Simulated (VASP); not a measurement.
# PbSe (Pm-3m) in VASP: notebook, part 2 of 2

VASP 6.6.1. The steps go on from the part before.

## 3. Single point, PBEsol

This run uses another cell than the first one, of 25.82 Å³/atom, 1.023 times its volume.

INCAR

```
SYSTEM = PbSe
PREC = Accurate
ENCUT = 520
EDIFF = 1E-7
ISMEAR = 0
SIGMA = 0.05
LREAL = .FALSE.
LASPH = .TRUE.
NELM = 100
ALGO = Fast
ISIF = 2
LWAVE = .FALSE.
LCHARG = .FALSE.
GGA = PS
NBANDS = 17
```

KPOINTS

```
Automatic mesh
0
G
  6 6 6
  0 0 0
```

POSCAR

```
PbSe
1.0
    3.7236787141      0.0000000000      0.0000000000
    0.0000000000      3.7236787141      0.0000000000
    0.0000000000      0.0000000000      3.7236787141
Pb Se
1 1
Direct
    0.0000000000      0.0000000000      0.0000000000
    0.5000000000      0.5000000000      0.5000000000
```

Potentials or basis: VASP PAW PBE potentials, release 64 (Pb_d, Se).

Launch:

```sh
> cat potpaw_PBE.64/Pb_d/POTCAR potpaw_PBE.64/Se/POTCAR > POTCAR
> mpirun -np 1 vasp_std > vasp.out
```

OUTCAR:

```text
SYSTEM = PbSe
   PREC = Accurate
   ENCUT = 520
   EDIFF = 1E-7
   ISMEAR = 0
   LREAL = .FALSE.
   LASPH = .TRUE.
   NELM = 100
   ISIF = 2
   GGA = PS

 ion  position               nearest neighbor table
   1  0.000  0.000  0.000-   2 3.22   2 3.22   2 3.22   2 3.22   2 3.22   2 3.22   2 3.22   2 3.22

   2  0.500  0.500  0.500-   1 3.22   1 3.22   1 3.22   1 3.22   1 3.22   1 3.22   1 3.22   1 3.22

  LATTYP: Found a simple cubic cell.
 ALAT       =     3.7236787141

  Lattice vectors:

 A1 = (   3.7236787141,   0.0000000000,   0.0000000000)
 A2 = (   0.0000000000,   3.7236787141,   0.0000000000)
 A3 = (   0.0000000000,   0.0000000000,   3.7236787141)

Analysis of symmetry for initial positions (statically):
=====================================================================
 Subroutine PRICEL returns:
 Original cell was already a primitive cell.

 Routine SETGRP: Setting up the symmetry group for a
 simple cubic supercell.

 Subroutine GETGRP returns: Found 48 space group operations
 (whereof 48 operations were pure point group operations)
 out of a pool of 48 trial point group operations.

The static configuration has the point symmetry O_h .

Analysis of symmetry for dynamics (positions and initial velocities):
=====================================================================
 Subroutine PRICEL returns:
 Original cell was already a primitive cell.

 Routine SETGRP: Setting up the symmetry group for a
 simple cubic supercell.

 Subroutine GETGRP returns: Found 48 space group operations
 (whereof 48 operations were pure point group operations)
 out of a pool of 48 trial point group operations.

The dynamic configuration has the point symmetry O_h .

 Subroutine INISYM returns: Found 48 space group operations
 (whereof 48 operations are pure point group operations),
 and found     1 'primitive' translations

----------------------------------------------------------------------------------------

                                     Primitive cell

  volume of cell :      51.6317

  direct lattice vectors                    reciprocal lattice vectors
     3.723678714  0.000000000  0.000000000     0.268551633  0.000000000  0.000000000
     0.000000000  3.723678714  0.000000000     0.000000000  0.268551633  0.000000000
     0.000000000  0.000000000  3.723678714     0.000000000  0.000000000  0.268551633

  length of vectors
     3.723678714  3.723678714  3.723678714     0.268551633  0.268551633  0.268551633

  position of ions in fractional coordinates (direct lattice)
     0.000000000  0.000000000  0.000000000
     0.500000000  0.500000000  0.500000000

  ion indices of the primitive-cell ions
   primitive index   ion index
                 1           1
                 2           2

----------------------------------------------------------------------------------------

 KPOINTS: Automatic mesh

Automatic generation of k-mesh.
 Grid dimensions read from file:
 generate k-points for:    6    6    6

 Generating k-lattice:

  Cartesian coordinates                     Fractional coordinates (reciprocal lattice)
     0.044758606  0.000000000  0.000000000     0.166666667  0.000000000  0.000000000
     0.000000000  0.044758606  0.000000000     0.000000000  0.166666667  0.000000000
     0.000000000  0.000000000  0.044758606     0.000000000  0.000000000  0.166666667

  Length of vectors
     0.044758606  0.044758606  0.044758606

  Shift w.r.t. Gamma in fractional coordinates (k-lattice)
     0.000000000  0.000000000  0.000000000

 Subroutine IBZKPT returns following result:
 ===========================================

 Found     20 irreducible k-points:

 Following reciprocal coordinates:
            Coordinates               Weight
  0.000000  0.000000  0.000000      1.000000
  0.166667  0.000000  0.000000      6.000000
  0.333333  0.000000  0.000000      6.000000
  0.500000  0.000000  0.000000      3.000000
  0.166667  0.166667  0.000000     12.000000
  0.333333  0.166667  0.000000     24.000000
[... 12 lines left out ...]
  0.500000  0.500000  0.333333      6.000000
  0.500000  0.500000  0.500000      1.000000
   k-points           NKPTS =     20   k-points in BZ     NKDIM =     20   number of bands    NBANDS=     17
   number of dos      NEDOS =    301   number of ions     NIONS =      2
   total plane-waves  NPLWV =  21952
   dimension x,y,z NGX =    28 NGY =   28 NGZ =   28
   dimension x,y,z NGXF=    56 NGYF=   56 NGZF=   56
   ions per type =               1   1
   NGX,Y,Z   is equivalent  to a cutoff of  12.50, 12.50, 12.50 a.u.
   NGXF,Y,Z  is equivalent  to a cutoff of  25.00, 25.00, 25.00 a.u.
 SYSTEM =  PbSe
   PREC   = accura    normal or accurate (medium, high low for compatibility)
   ISTART =      0    job   : 0-new  1-cont  2-samecut
   ICHARG =      2    charge: 1-file 2-atom 10-const
   ISPIN  =      1    spin polarized calculation?
   LNONCOLLINEAR =      F non collinear calculations
   LSORBIT =      F    spin-orbit coupling
   LASPH  =      T    aspherical Exc in radial PAW
   ENCUT  =  520.0 eV  38.22 Ry    6.18 a.u.   6.92  6.92  6.92*2*pi/ulx,y,z
   NELM   =    100;   NELMIN=  2; NELMDL= -5     # of ELM steps
   EDIFF  = 0.1E-06   stopping-criterion for ELM
   LREAL  =      F    real-space projection
   EDIFFG = 0.1E-05   stopping-criterion for IOM
   NSW    =      0    number of steps for IOM
   IBRION =     -1    ionic relax: 0-MD 1-quasi-New 2-CG
   NFREE  =      0    steps in history (QN), initial steepest desc. (CG)
   ISIF   =      2    stress and relaxation
   ISYM   =      2    0-nonsym 1-usesym 2-fastsym
   POTIM  = 0.5000    time-step for ionic-motion
   TEBEG  =    0.0;   TEEND  =   0.0 temperature during run
   PSTRESS=    0.0 pullay stress
   NELECT =      20.0000    total number of electrons
   NUPDOWN=      -1.0000    fix difference up-down
   EMIN   =  10.00;   EMAX   =-10.00  energy-range for DOS
   EFERMI =   0.00;   METHOD = LEGACY
   ISMEAR =     0;   SIGMA  =   0.05  broadening in eV -4-tet -1-fermi 0-gaus
   EFERMI_NEDOS =   21; number of points for ismear=-14 and -15
   IALGO  =     68    algorithm
   IMIX   =      4    mixing-type and parameters
     AMIX     =   0.40;   BMIX     =  1.00
     AMIX_MAG =   1.60;   BMIX_MAG =  1.00
  volume/ion in A,a.u.               =      25.82       174.21
  Fermi-wavevector in a.u.,A,eV,Ry     =   1.193381  2.255164 19.376864  1.424159
  Thomas-Fermi vector in A             =   2.329397
   LORBIT       =      0    0 simple, 1 ext, 2 COOP (PROOUT), +10 PAW based schemes
   GGA     = PS    functional components
   LHFCALC =     F    Hartree Fock is set to
   AEXX    =    0.0000 exact exchange contribution
   IVDW    =     0    specifies the selected vdW correction
   LEPSILON=     F    determine dielectric tensor
   LRPA    =     F    only Hartree local field effects (RPA)
 non-spin polarized calculation
 RMM-DIIS sequential band-by-band and
 Gauss-broadening in eV      SIGMA  =   0.05
  energy-cutoff  :      520.00
  volume of cell :       51.63
 maximum number of plane-waves:      1409
 NGX is ok and might be reduce to    28
   NGX = 13   NGY = 13   NGZ = 13

 number of electron      20.0000003 magnetization

 Free energy of the ion-electron system (eV)
  ---------------------------------------------------
  ext. energy  EPLUGINS =         0.00000000
  ---------------------------------------------------
  free energy    TOTEN  =        -8.49736610 eV

  energy without entropy =       -8.49503055  energy(sigma->0) =       -8.49619833

 E-fermi :   5.6532     XC(G=0): -10.3508

 val. band max:        5.6345791427   @ k =   0.5000   0.3333   0.3333
 cond. band min:       5.6780004766   @ k =   0.5000   0.5000   0.0000
 fundamental gap:      0.0434213340
 Fermi energy:         5.6532346318

 k-point     1 :       0.0000    0.0000    0.0000
  band No.  band energies     occupation
      1     -11.1196      2.00000
      2     -11.1196      2.00000
      3     -10.9444      2.00000
      4     -10.9444      2.00000
      5     -10.9444      2.00000
      6      -7.8380      2.00000
[... 9 lines left out ...]
     16      17.5513      0.00000
     17      18.7211      0.00000
[... 361 lines left out ...]
 k-point    20 :       0.5000    0.5000    0.5000
  band No.  band energies     occupation
      1     -11.0574      2.00000
      2     -11.0574      2.00000
      3     -11.0574      2.00000
      4     -10.8902      2.00000
      5     -10.8902      2.00000
      6      -5.6677      2.00000
[... 9 lines left out ...]
     16      19.9096      0.00000
     17      23.3843      0.00000

------------------------ aborting loop because EDIFF is reached ----------------------------------------

  FORCE on cell =-STRESS in cart. coord.  units (eV):
  Direction    XX          YY          ZZ          XY          YZ          ZX
  --------------------------------------------------------------------------------------
  -------------------------------------------------------------------------------------
  Total       -0.3018635     -0.3018635     -0.3018635      0.0000000      0.0000000      0.0000000
  in kB       -9.3670872     -9.3670872     -9.3670872      0.0000000      0.0000000      0.0000000
  external PRESSURE =      -9.3670872 kB  Pullay stress =       0.0000000 kB

 VOLUME and BASIS-vectors are now :
 -----------------------------------------------------------------------------
  energy-cutoff  :      520.00
  volume of cell :       51.63
      direct lattice vectors                 reciprocal lattice vectors
     3.723678714  0.000000000  0.000000000     0.268551633  0.000000000  0.000000000
     0.000000000  3.723678714  0.000000000     0.000000000  0.268551633  0.000000000
     0.000000000  0.000000000  3.723678714     0.000000000  0.000000000  0.268551633

 POSITION                                       TOTAL-FORCE (eV/Angst)
 -----------------------------------------------------------------------------------
      0.00000      0.00000      0.00000         0.000000      0.000000      0.000000
      1.86184      1.86184      1.86184         0.000000      0.000000      0.000000
 -----------------------------------------------------------------------------------
    total drift:                               -0.000000      0.000000     -0.000000

  FREE ENERGIE OF THE ION-ELECTRON SYSTEM (eV)
  ---------------------------------------------------
  free  energy   TOTEN  =        -8.4973661044 eV

  energy  without entropy=       -8.4950305506  energy(sigma->0) =       -8.49619833
```

OSZICAR:

```text
N       E                     dE             d eps       ncg     rms          rms(c)
DAV:   1     0.154100181572E+03    0.15410E+03   -0.96627E+03   680   0.125E+03
DAV:   2     0.232250514757E+01   -0.15178E+03   -0.14637E+03   706   0.317E+02
DAV:   3    -0.861932129391E+01   -0.10942E+02   -0.10705E+02   905   0.881E+01
DAV:   4    -0.886158231898E+01   -0.24226E+00   -0.24206E+00   899   0.140E+01
DAV:   5    -0.886863107044E+01   -0.70488E-02   -0.70484E-02   956   0.231E+00    0.277E+00
RMM:   6    -0.850864375398E+01    0.35999E+00   -0.30604E-01   775   0.355E+00    0.151E+00
RMM:   7    -0.850206683306E+01    0.65769E-02   -0.71824E-02   976   0.179E+00    0.852E-01
RMM:   8    -0.851189042206E+01   -0.98236E-02   -0.33287E-02   788   0.147E+00    0.443E-01
RMM:   9    -0.849722797592E+01    0.14662E-01   -0.11782E-02   854   0.928E-01    0.935E-02
RMM:  10    -0.849734026742E+01   -0.11229E-03   -0.18190E-03   988   0.452E-01    0.401E-02
RMM:  11    -0.849761290057E+01   -0.27263E-03   -0.14229E-03   941   0.201E-01    0.755E-02
RMM:  12    -0.849736836401E+01    0.24454E-03   -0.18908E-04   852   0.145E-01    0.180E-02
RMM:  13    -0.849736554500E+01    0.28190E-05   -0.74667E-05   916   0.630E-02    0.852E-03
RMM:  14    -0.849736686166E+01   -0.13167E-05   -0.13207E-05  1015   0.327E-02    0.798E-03
RMM:  15    -0.849736614593E+01    0.71573E-06   -0.31910E-06   939   0.134E-02    0.507E-03
RMM:  16    -0.849736610445E+01    0.41483E-07   -0.62915E-07   797   0.713E-03
   1 F= -.84973661E+01 E0= -.84961983E+01  d E =-.233555E-02
```

stdout:

```text
POSCAR found type information on POSCAR PbSe
 POSCAR found :  2 types and       2 ions
 scaLAPACK will be used
 -----------------------------------------------------------------------------
|                                                                             |
|                                                                             |
|     You enforced a specific xc type in the INCAR file but a different       |
|     I HOPE YOU KNOW WHAT YOU ARE DOING!                                     |
|                                                                             |
 -----------------------------------------------------------------------------

 LDA part: xc-table for (Slater+PW92), standard interpolation
 POSCAR, INCAR and KPOINTS ok, starting setup
 FFT: planning ... GRIDC
 FFT: planning ... GRID_SOFT
 FFT: planning ... GRID
 WAVECAR not read
 entering main loop
```

Run time: 12 s. Hardware: 1 thread of Intel Xeon Platinum 8488C (Sapphire Rapids), shared host; peak memory 0.15 GiB.

What came out:

* Free energy: -8.4974 eV
* Pressure: -0.9 GPa
* Band gap on the k mesh: none (metal or under the smearing width)

Caveat: the PAW data sets were made with another functional, which shifts forces and pressure a little.

## 4. Single point, PBEsol

This run uses another cell than the first one, of 25.64 Å³/atom, 1.016 times its volume.

INCAR

```
SYSTEM = PbSe
  ALGO = Normal
  EDIFF = 1E-7
  ENCUT = 520
  GGA = PS
  ISIF = 2
  ISMEAR = -1
  LASPH = .TRUE.
  LCHARG = .TRUE.
  LELF = .TRUE.
  LREAL = .FALSE.
  LVHAR = .TRUE.
  LWAVE = .FALSE.
  NBANDS = 17
  NELM = 100
  PREC = Accurate
  SIGMA = 0.15
```

KPOINTS

```
k-points
0
G
  12 12 12
  0 0 0
```

POSCAR

```
PbSe
1.0
    3.7154000000      0.0000000000      0.0000000000
    0.0000000000      3.7154000000      0.0000000000
    0.0000000000      0.0000000000      3.7154000000
Pb Se
1 1
Direct
    0.0000000000      0.0000000000      0.0000000000
    0.5000000000      0.5000000000      0.5000000000
```

Potentials or basis: VASP PAW PBE potentials, release 64 (Pb_d, Se).

Launch:

```sh
> cat potpaw_PBE.64/Pb_d/POTCAR potpaw_PBE.64/Se/POTCAR > POTCAR
> mpirun -np 1 vasp_std > vasp.out
```

OUTCAR:

```text
SYSTEM = PbSe
   EDIFF = 1E-7
   ENCUT = 520
   GGA = PS
   ISIF = 2
   ISMEAR = -1
   LASPH = .TRUE.
   LREAL = .FALSE.
   NELM = 100
   PREC = Accurate

 ion  position               nearest neighbor table
   1  0.000  0.000  0.000-   2 3.22   2 3.22   2 3.22   2 3.22   2 3.22   2 3.22   2 3.22   2 3.22

   2  0.500  0.500  0.500-   1 3.22   1 3.22   1 3.22   1 3.22   1 3.22   1 3.22   1 3.22   1 3.22

  LATTYP: Found a simple cubic cell.
 ALAT       =     3.7154000000

  Lattice vectors:

[... 668 lines left out ...]
------------------------ aborting loop because EDIFF is reached ----------------------------------------

  FORCE on cell =-STRESS in cart. coord.  units (eV):
  Direction    XX          YY          ZZ          XY          YZ          ZX
  --------------------------------------------------------------------------------------
  -------------------------------------------------------------------------------------
  Total       -0.1710691     -0.1710691     -0.1710691     -0.0000000     -0.0000000     -0.0000000
  in kB       -5.3439886     -5.3439886     -5.3439886     -0.0000000     -0.0000000     -0.0000000
  external PRESSURE =      -5.3439886 kB  Pullay stress =       0.0000000 kB

 VOLUME and BASIS-vectors are now :
 -----------------------------------------------------------------------------
  energy-cutoff  :      520.00
  volume of cell :       51.29
      direct lattice vectors                 reciprocal lattice vectors
     3.715400000  0.000000000  0.000000000     0.269150024  0.000000000  0.000000000
     0.000000000  3.715400000  0.000000000     0.000000000  0.269150024  0.000000000
     0.000000000  0.000000000  3.715400000     0.000000000  0.000000000  0.269150024

 POSITION                                       TOTAL-FORCE (eV/Angst)
 -----------------------------------------------------------------------------------
      0.00000      0.00000      0.00000         0.000000      0.000000      0.000000
      1.85770      1.85770      1.85770         0.000000      0.000000      0.000000
 -----------------------------------------------------------------------------------
    total drift:                               -0.000000      0.000000     -0.000000

  FREE ENERGIE OF THE ION-ELECTRON SYSTEM (eV)
  ---------------------------------------------------
  free  energy   TOTEN  =        -8.5409174254 eV

  energy  without entropy=       -8.4802591984  energy(sigma->0) =       -8.51058831
```

OSZICAR:

```text
N       E                     dE             d eps       ncg     rms          rms(c)
DAV:   1     0.152925979829E+03    0.15293E+03   -0.96588E+03  2872   0.124E+03
DAV:   2     0.172944252967E+01   -0.15120E+03   -0.14619E+03  3036   0.313E+02
DAV:   3    -0.864952187128E+01   -0.10379E+02   -0.10188E+02  3780   0.858E+01
DAV:   4    -0.887461619601E+01   -0.22509E+00   -0.22483E+00  3560   0.136E+01
DAV:   5    -0.888191396737E+01   -0.72978E-02   -0.72974E-02  3989   0.243E+00    0.277E+00
DAV:   6    -0.854878137046E+01    0.33313E+00   -0.79653E-01  4419   0.691E+00    0.154E+00
DAV:   7    -0.854335436743E+01    0.54270E-02   -0.70894E-02  3366   0.138E+00    0.842E-01
DAV:   8    -0.854127586449E+01    0.20785E-02   -0.90226E-03  3397   0.899E-01    0.114E-01
DAV:   9    -0.854092969750E+01    0.34617E-03   -0.22782E-03  4236   0.367E-01    0.479E-02
DAV:  10    -0.854091874748E+01    0.10950E-04   -0.22030E-04  3863   0.113E-01    0.188E-02
DAV:  11    -0.854091763284E+01    0.11146E-05   -0.21690E-05  3725   0.309E-02    0.307E-03
DAV:  12    -0.854091745598E+01    0.17685E-06   -0.13392E-06  3729   0.124E-02    0.550E-04
DAV:  13    -0.854091742544E+01    0.30548E-07   -0.67757E-08  1942   0.164E-03
   1 F= -.85409174E+01 E0= -.85105883E+01  d E =-.606582E-01
```

Run time: 30 s. Hardware: 1 thread of Intel Xeon Platinum 8488C (Sapphire Rapids), shared host; peak memory 0.21 GiB.

What came out:

* Free energy: -8.5409 eV
* Pressure: -0.5 GPa
* Band gap on the k mesh: none (metal or under the smearing width)

Caveat: the PAW data sets were made with another functional, which shifts forces and pressure a little.

## 5. Overview

```tsv
cell	k mesh	smearing	gap on the mesh (eV)	pressure (GPa)
Pm-3m, 25.24 Å³/atom	6 × 6 × 6	gaussian 0.05 eV	none	0.3
Pm-3m, 25.82 Å³/atom	6 × 6 × 6	gaussian 0.05 eV	none	-0.9
Pm-3m, 25.64 Å³/atom	12 × 12 × 12	fermi-dirac 0.15 eV	none	-0.5
```

Alike in all rows: task single point; level PBEsol; potentials or basis VASP PAW PBE potentials, release 64 (Pb_d, Se); no spin polarisation; cutoff (eV) 520.

Every run on the cell as given and a fine mesh finds a metal.

Caveats: the PAW data sets were made with another functional, which shifts forces and pressure a little.

Total energies depend on the potentials used, so only differences within one code and one set of settings carry meaning.
